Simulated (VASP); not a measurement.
# Ta (Im-3m) in VASP: notebook, part 2 of 2

VASP 6.6.1.

**4. Vibrations by finite differences, LDA**

This run uses another cell than the first one, of 17.43 Å³/atom, 0.968 times its volume.

File INCAR:

```
SYSTEM = Ta
  PREC = Accurate
  ENCUT = 350
  EDIFF = 1E-8
  ISMEAR = 0
  SIGMA = 0.1
  LREAL = .FALSE.
  LASPH = .TRUE.
  NELM = 80
  ALGO = Normal
  ISIF = 3
  LWAVE = .FALSE.
  LCHARG = .FALSE.
  GGA = CA
  NBANDS = 12
  IBRION = 6
  NFREE = 2
  POTIM = 0.015
  NSW = 1
```

File KPOINTS:

```
regular mesh
0
G
  10 10 10
  0 0 0
```

File POSCAR:

```
Ta                                      
1.0
   -1.6334182053      1.6334182053      1.6334182053
    1.6334182053     -1.6334182053      1.6334182053
    1.6334182053      1.6334182053     -1.6334182053
  Ta            
     1
Direct
     0.0000000000000000    0.0000000000000000    0.0000000000000000
```

Potentials or basis: VASP PAW LDA potentials, release 64 (Ta_pv).

Run with:

```console
> cat potpaw_LDA.64/Ta_pv/POTCAR > POTCAR
> mpirun -np 1 vasp_std > vasp.out
```

OUTCAR:

```text
SYSTEM = Ta
   PREC = Accurate
   ENCUT = 350
   EDIFF = 1E-8
   ISMEAR = 0
   LREAL = .FALSE.
   LASPH = .TRUE.
   NELM = 80
   ISIF = 3
   GGA = CA
   IBRION = 6
   NFREE = 2
   POTIM = 0.015
   NSW = 1

 ion  position               nearest neighbor table
   1  0.000  0.000  0.000-

  LATTYP: Found a body centered cubic cell.
 ALAT       =     3.2668364106

  Lattice vectors:

 A1 = (  -1.6334182053,   1.6334182053,   1.6334182053)
 A2 = (   1.6334182053,  -1.6334182053,   1.6334182053)
 A3 = (   1.6334182053,   1.6334182053,  -1.6334182053)

Analysis of symmetry for initial positions (statically):
=====================================================================
 Subroutine PRICEL returns:
 Original cell was already a primitive cell.

 Routine SETGRP: Setting up the symmetry group for a
 body centered cubic supercell.

 Subroutine GETGRP returns: Found 48 space group operations
 (whereof 48 operations were pure point group operations)
 out of a pool of 48 trial point group operations.

The static configuration has the point symmetry O_h .

Analysis of symmetry for dynamics (positions and initial velocities):
=====================================================================
 Subroutine PRICEL returns:
 Original cell was already a primitive cell.

 Routine SETGRP: Setting up the symmetry group for a
 body centered cubic supercell.

 Subroutine GETGRP returns: Found 48 space group operations
 (whereof 48 operations were pure point group operations)
 out of a pool of 48 trial point group operations.

The dynamic configuration has the point symmetry O_h .

 Subroutine INISYM returns: Found 48 space group operations
 (whereof 48 operations are pure point group operations),
 and found     1 'primitive' translations

----------------------------------------------------------------------------------------

                                     Primitive cell

  volume of cell :      17.4322

  direct lattice vectors                    reciprocal lattice vectors
    -1.633418205  1.633418205  1.633418205     0.000000000  0.306106543  0.306106543
     1.633418205 -1.633418205  1.633418205     0.306106543  0.000000000  0.306106543
     1.633418205  1.633418205 -1.633418205     0.306106543  0.306106543  0.000000000

  length of vectors
     2.829163322  2.829163322  2.829163322     0.432900025  0.432900025  0.432900025

  position of ions in fractional coordinates (direct lattice)
     0.000000000  0.000000000  0.000000000

  ion indices of the primitive-cell ions
   primitive index   ion index
                 1           1

----------------------------------------------------------------------------------------

[... 222 lines left out ...]

[... ionic steps 4 to 12 ...]

--------------------------------------- Ionic step       13  -------------------------------------------

 number of electron      11.0000005 magnetization

------------------------ aborting loop because EDIFF is reached ----------------------------------------
[... 65 lines left out ...]
--------------------------------------- Ionic step       15  -------------------------------------------

 number of electron      11.0000005 magnetization

 Free energy of the ion-electron system (eV)
  ---------------------------------------------------
  ext. energy  EPLUGINS =         0.00000000
  ---------------------------------------------------
  free energy    TOTEN  =       -12.81327812 eV

  energy without entropy =      -12.80611068  energy(sigma->0) =      -12.80969440

 E-fermi :   5.6896     XC(G=0): -12.9675

 val. band max:        5.6701523492   @ k =   0.1000   0.1000   0.0000
 cond. band min:       5.7275204289   @ k =  -0.2000   0.3000   0.1000
 fundamental gap:      0.0573680797
 Fermi energy:         5.6895502106

 k-point     1 :       0.0000    0.0000    0.0000
  band No.  band energies     occupation
      1     -27.1247      2.00000
      2     -27.1247      2.00000
      3     -27.1247      2.00000
      4      -2.2887      2.00000
      5       6.3276      0.00000
      6       6.3276      0.00000
      7       6.3276      0.00000
      8       9.7084      0.00000
      9       9.7084      0.00000
     10      19.4365      0.00000
     11      20.9062      0.00000
     12      20.9062      0.00000
[... 331 lines left out ...]
 k-point    24 :      -0.3000    0.3000    0.1000
  band No.  band energies     occupation
      1     -28.0031      2.00000
      2     -27.4552      2.00000
      3     -27.2316      2.00000
      4       1.0660      2.00000
      5       5.0939      2.00000
      6       5.2695      2.00000
      7       8.2473      0.00000
      8       9.9726      0.00000
      9      10.7295      0.00000
     10      19.4255      0.00000
     11      20.0735      0.00000
     12      22.8758      0.00000

 [... further k-points ...]
[... 5 lines left out ...]
  --------------------------------------------------------------------------------------
  -------------------------------------------------------------------------------------
  Total        0.0003453      0.0003453      0.0003453      0.0000000     -0.0000000      0.0000000
  in kB        0.0317341      0.0317341      0.0317341      0.0000000     -0.0000000      0.0000000
  external PRESSURE =       0.0317341 kB  Pullay stress =       0.0000000 kB
[... 16 lines left out ...]
  FREE ENERGIE OF THE ION-ELECTRON SYSTEM (eV)
  ---------------------------------------------------
  free  energy   TOTEN  =       -12.8132781206 eV

  energy  without entropy=      -12.8061106820  energy(sigma->0) =      -12.80969440

 INTERNAL STRAIN TENSORS FROM STRAINED CELLS
 ============================================

 INTERNAL STRAIN TENSOR FOR ION    1 for displacements in x,y,z  (eV/Angst):
          X           Y           Z          XY          YZ          ZX
  --------------------------------------------------------------------------------
  x     0.00000    -0.00000    -0.00000     0.00000    -0.00000    -0.00000
  y     0.00000    -0.00000    -0.00000     0.00000     0.00000    -0.00000
  z     0.00000    -0.00000    -0.00000     0.00000     0.00000     0.00000

 INTERNAL STRAIN TENSORS FROM DISPLACED ATOMS
 ============================================

 INTERNAL STRAIN TENSOR FOR ION    1 for displacements in x,y,z  (eV/Angst):
          X           Y           Z          XY          YZ          ZX
  --------------------------------------------------------------------------------
  x     0.00000     0.00000     0.00000     0.00000     0.00000     0.00000
  y     0.00000     0.00000     0.00000     0.00000     0.00000     0.00000
  z     0.00000     0.00000     0.00000     0.00000     0.00000     0.00000

 Eigenvectors and eigenvalues of the dynamical matrix
 ----------------------------------------------------

   1 f/i=    0.000000 THz     0.000000 2PiTHz    0.000000 cm-1     0.000000 meV
             X         Y         Z           dx          dy          dz
      0.000000  0.000000  0.000000     0.000000    0.000000    1.000000

   2 f/i=    0.000000 THz     0.000000 2PiTHz    0.000000 cm-1     0.000000 meV
             X         Y         Z           dx          dy          dz
      0.000000  0.000000  0.000000    -0.983216    0.182445    0.000000

   3 f/i=    0.000000 THz     0.000000 2PiTHz    0.000000 cm-1     0.000000 meV
             X         Y         Z           dx          dy          dz
      0.000000  0.000000  0.000000    -0.182445   -0.983216    0.000000

--------------------------------------------------------------------------------------------------------

 ELASTIC MODULI CONTR FROM IONIC RELAXATION (kBar)
 Direction    XX          YY          ZZ          XY          YZ          ZX
 --------------------------------------------------------------------------------
 XX           0.0000      0.0000      0.0000      0.0000      0.0000      0.0000
 YY           0.0000      0.0000      0.0000      0.0000      0.0000      0.0000
 ZZ           0.0000      0.0000      0.0000      0.0000      0.0000      0.0000
 XY           0.0000      0.0000      0.0000      0.0000      0.0000      0.0000
 YZ           0.0000      0.0000      0.0000      0.0000      0.0000      0.0000
 ZX           0.0000      0.0000      0.0000      0.0000      0.0000      0.0000
 --------------------------------------------------------------------------------

 TOTAL ELASTIC MODULI (kBar)
 Direction    XX          YY          ZZ          XY          YZ          ZX
 --------------------------------------------------------------------------------
 XX        2732.9007   1960.8827   1960.8827      0.0000      0.0000      0.0000
 YY        1960.8827   2732.9007   1960.8827     -0.0000      0.0000     -0.0000
 ZZ        1960.8827   1960.8827   2732.9007      0.0000     -0.0000     -0.0000
 XY           0.0000     -0.0000      0.0000    564.4317      0.0000      0.0000
 YZ           0.0000      0.0000     -0.0000      0.0000    564.4317      0.0000
 ZX           0.0000     -0.0000     -0.0000      0.0000      0.0000    564.4317
 --------------------------------------------------------------------------------
```

It took 3.7 min on 1 thread of Intel Xeon Platinum 8175M at 2.50GHz (Skylake/Cascade Lake), shared host; peak memory 0.17 GiB.

Results:

```yaml
Elastic_constants_C11_C12_C44: 273, 196, 56 GPa
Voigt_bulk_modulus: 222 GPa
```

Elastic tensor in Voigt notation (GPa, in the Cartesian axes of the cell as first typed):
```
273 196 196   0   0   0
196 273 196   0   0   0
196 196 273   0   0   0
  0   0   0  56   0   0
  0   0   0   0  56   0
  0   0   0   0   0  56
```

Clamped-ion elastic tensor (GPa):
```
273 196 196   0   0   0
196 273 196   0   0   0
196 196 273   0   0   0
  0   0   0  56   0   0
  0   0   0   0  56   0
  0   0   0   0   0  56
```

Caveat: elastic constants of metals need much finer meshes, so these are rough. The run has no spin-orbit coupling, so splittings on Ta are missing.
